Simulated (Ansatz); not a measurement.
# Electron scattering at the Σ3 (111) boundary in fcc Ir with Co (substitutional), part 3 of 3

Aim: the relaxed structure and the specific resistance of the Σ3 (111) boundary in fcc Ir with Co (substitutional).

Ansatz 0.2.0; Ansatz plane-wave DFT, PBE, PAW files, collinear spin; relaxation of a bicrystal slab with its lowest layers held; PAW set soft_1 (the session's first sound run).

So far. Step 2 (Relaxing the bicrystal): The largest force component on a free atom ends at 0.0054 eV/Å, under the tolerance of 0.03, after 5 steps.

## (3) Transmission across the boundary (continued)

Level of this step: Ansatz plane-wave DFT, PBE, PAW files, collinear spin; ballistic transport by layer matching (Landauer), zero bias; boundary relaxed in a short slab, bulk layers laid on; PAW set soft_1 (Ansatz).

Transmission over k1 and k2. At 0.0000 eV from the Fermi level, spin down.

Ten even steps from '_' (0.36) to '@' (4.27):
```
------------__..==----==++******++==----==..__------
----------::..__::::----====++++++====----::::__..::
--::::::::::--::..--==::------------------::==--..::
......______......::::--==::--++++++++++--::==--::::
==--------::--------==========----==++==----========
++++======------======++++========::--++--::========
++++++++++++==--==++++++++++++++==----::@@::----==++
++++******++====--====++******++++++====**..**====++
++++++++++**++--======--++**++++++++++++##--..--##++
%%**====**++++++++++++++++++++++**====**%%==--==--==
++==++%%##****++++++++++++++++++****##%%++==++++++++
******++##****++++**************++++****##++********
####**####==%%**************************%%==####**##
**********++##****++++**************++++****##++****
++++++++++==++%%##****++++++++++++++++++****##%%++==
%%==--==--==%%**====**++++++++++++++++++++++**====**
++++##--..--##++++++++++++**++--======--++**++++++++
++++====**..**====++++++******++====--====++******++
++++==----::@@::----==++++++++++++++==--==++++++++++
++========::--++--::========++++======------======++
==========----==++==----==========--------::--------
..::::--==::--++++++++++--::==--::::......______....
--::..--==::------------------::==--..::--::::::::::
--::..__::::----====++++++====----::::__..::--------
--------__..==----==++******++==----==..__----------
==========--..::--==++**********++==--::..--========
```
Columns: k1 (b1) from -0.5 to 0.462; rows upwards: k2 (b2) from -0.5 to 0.462.

Open channels over k1 and k2. At 0.0000 eV from the Fermi level, spin down.

Values, 12 rows by 16 columns, each cell a mean:
```
2.05 2.00 2.00 2.02 2.44 2.57 2.72 3.36 3.61 3.85 3.60 2.41 2.77 2.65 2.14 2.12
2.39 2.22 2.37 2.65 2.78 2.72 3.03 3.38 3.03 3.36 3.16 3.49 3.88 3.38 3.19 2.78
3.00 3.00 3.00 3.33 3.28 3.00 3.00 3.00 3.00 3.00 2.92 3.41 3.63 2.75 3.00 3.00
3.00 3.00 3.00 3.00 3.11 2.75 3.00 3.00 3.00 3.00 3.00 3.09 4.15 2.82 3.17 3.43
3.98 3.22 3.81 3.85 3.54 3.00 3.09 3.15 3.46 3.52 3.60 3.69 4.18 3.32 3.89 3.78
3.97 3.95 4.04 4.57 3.59 3.43 3.94 3.95 3.92 3.86 3.54 3.70 4.54 3.96 4.00 4.00
4.02 3.98 4.00 3.55 4.44 3.71 3.53 3.54 3.51 3.75 3.46 3.06 3.75 4.25 4.11 3.51
3.65 3.97 3.22 3.48 4.09 3.00 3.33 3.38 3.24 3.00 3.00 3.02 3.38 3.38 3.06 3.24
3.00 3.00 3.17 3.21 3.66 2.89 2.96 3.00 3.00 3.00 3.00 2.95 3.28 3.00 3.00 3.00
2.69 2.74 3.00 2.95 3.96 3.66 3.41 3.43 3.00 2.95 2.69 2.69 2.89 3.11 2.88 2.69
2.64 2.66 3.08 3.48 3.12 2.69 3.05 3.14 3.18 3.20 3.31 2.67 2.58 2.08 2.09 2.00
2.00 2.00 2.00 2.78 3.02 2.50 3.85 4.00 3.92 3.73 2.50 2.72 2.99 2.00 2.00 2.00
```
Columns: k1 (b1) from -0.5 to 0.462; rows upwards: k2 (b2) from -0.5 to 0.462.

Spin density in the ca plane at fractional y = 0.000, with atoms of Ir and Co within 0.2 Å of it.

Ten even steps from '0' (0.0 e/Å³) to '9' (4.3 e/Å³), each cell a mean:
```
00000000000000000000000015300000000000000000
00000000000000000000000000000000000000000000
00000000000000000000000000000000000000000000
00000000000000000000000000000000000000000000
00000000000000000000000000000000000000000000
00000000000000000000000000000000000000000000
00000000000000000000000000000000000000000000
00000000000000000000000000000000000000000000
00000000000000000000000000000000000000000000
00000000000000000000000000000000000000000000
00000000000000000000000000000000000000000000
00000000000000000000000000000000000000000000
00000000000000000000000002100000000000000000
00000000000000000000000039500000000000000000
```
Columns run along c (16.0 Å, from fractional 0.36 to 0.69 of the cell), rows up along a (5.4 Å). Atoms in or near the plane, at fractional coordinates: Ir at (0.41, 0.50), Ir at (0.41, 0.00), Co at (0.55, 0.00), Ir at (0.55, 0.50), Ir at (0.68, 0.50), Ir at (0.68, 0.00).

ELF of down spins in the ca plane at fractional y = 0.000, with atoms of Ir and Co within 0.2 Å of it. It is the smooth field of the valence electrons, not physical close to the nuclei.

Ten even steps from '0' (0.15) to '9' (0.75), each cell a mean:
```
22222566642222100012231047610222210012222366
22222356522222211122222001102222211122222246
34322222222234322234422210012234322224422222
35422222221244323234422222222244322234531222
33222234322223222123222234322223212223322224
22222477632222210112222367642222210112222367
22222564641222100012221465662222200012221365
22222566642222100012222466652222210012222366
22222356532222211122222256532222211122222246
34322222222234322234322223222234322224422222
35422222221244323234422222222245323234531222
33222234322223222223322100002223322223322224
22222477632222211112222024301222211112222367
22222564641222100012330059710232200012221365
```
Columns run along c (16.0 Å, from fractional 0.36 to 0.69 of the cell), rows up along a (5.4 Å). Atoms in or near the plane, at fractional coordinates: Ir at (0.41, 0.50), Ir at (0.41, 0.00), Co at (0.55, 0.00), Ir at (0.55, 0.50), Ir at (0.68, 0.50), Ir at (0.68, 0.00).

Electrostatic potential energy in the ca plane at fractional y = 0.000, with atoms of Ir and Co within 0.2 Å of it. With pseudopotentials it is smooth inside the atoms' cores, unlike the true potential.

Ten even steps from '0' (-49 eV) to '9' (23 eV), each cell a mean:
```
99998300058999999999999733359999999999999610
88899743479988899988899965589988899988899853
65799988899865689875689999999975689975689998
54689999999864689865589999999865589864589999
77899866789977799987789976689987799987789976
99998510269999999999999620158999999999999730
99998300048999999999998400028999999999999610
99998300058999999999999510038999999999999610
88899743479988899988899843379988899988899853
65799988899865689875689988899975689975689998
54689999999864689864589999999864589864589999
77899866789977799987789987899986789987789976
99998510269999999999999743369999999999999730
99998300048999999999999633349999999999999610
```
Columns run along c (16.0 Å, from fractional 0.36 to 0.69 of the cell; values clipped at the 3rd and 97th percentile), rows up along a (5.4 Å). Atoms in or near the plane, at fractional coordinates: Ir at (0.41, 0.50), Ir at (0.41, 0.00), Co at (0.55, 0.00), Ir at (0.55, 0.50), Ir at (0.68, 0.50), Ir at (0.68, 0.00).

Nearest the Fermi level spin up passes 1.70 of 3.17 channels of the lower lead and spin down 2.18 of 3.17.

## (4) Specific resistance

This step: Ansatz plane-wave DFT, PBE, PAW files, collinear spin; ballistic transport by layer matching (Landauer), zero bias; specific resistance of the boundary; PAW set soft_1 (Ansatz 0.2.0).

Numbers from this step:

```yaml
area_resistance: 0.2994 fΩ m²
t_over_the_leads_mean_channel_count: 0.6209
spin_asymmetry_gamma: -0.3282 (R down - R up) / (R down + R up)
```

Averaged over the energies near the Fermi level, 62.1 % of the channels pass, which makes 0.299 fΩ m².

By hand, with means over the energies near the Fermi level: RA per spin = A (h/e²)(1/T − ½[1/N₁ + 1/N₂]); spin up: 12.77×10⁻²⁰ m² × 25 813 Ω × (1/1.695 − ½[1/3.138 + 1/3.121]) = 0.891 fΩ m²; spin down: 12.77×10⁻²⁰ m² × 25 813 Ω × (1/2.191 − ½[1/3.140 + 1/3.118]) = 0.451 fΩ m². The spins conduct in parallel, so 1/RA = 1/0.891 + 1/0.451 and RA = 0.299 fΩ m²; γ = (0.451 − 0.891)/(0.451 + 0.891) = -0.33.

## (5) Outcome

| Quantity | Value |
| --- | --- |
| specific resistance of the boundary | 0.299 fΩ m² |
| share of channels that pass | 0.621 |

The boundary has a specific resistance of 0.30 fΩ m². The boundary reflects 38 % of the channels; 0.30 fΩ m² is 3.0×10⁻¹² Ω·cm². One Co in 12.8 Å² of boundary is a high coverage. One starting structure was relaxed; another shift or atom count at the boundary may lie lower. Spin-orbit coupling is left out, which matters for Ir. One magnetic start was tried, and the two spins conduct in parallel without mixing. A lead's potential steps by up to 28 meV from period to period, which the log calls too much, so longer leads could move the result.

[Logs are printed without paths, hosts, clocks, repeated set-up lines and the standing remarks that a program may print on its own settings, such as how far it seeks lower states.]

[Hosts, paths, dates, database ids (printed as entryN), source tags and the programs' standing remarks are cut or masked in the printed files.]
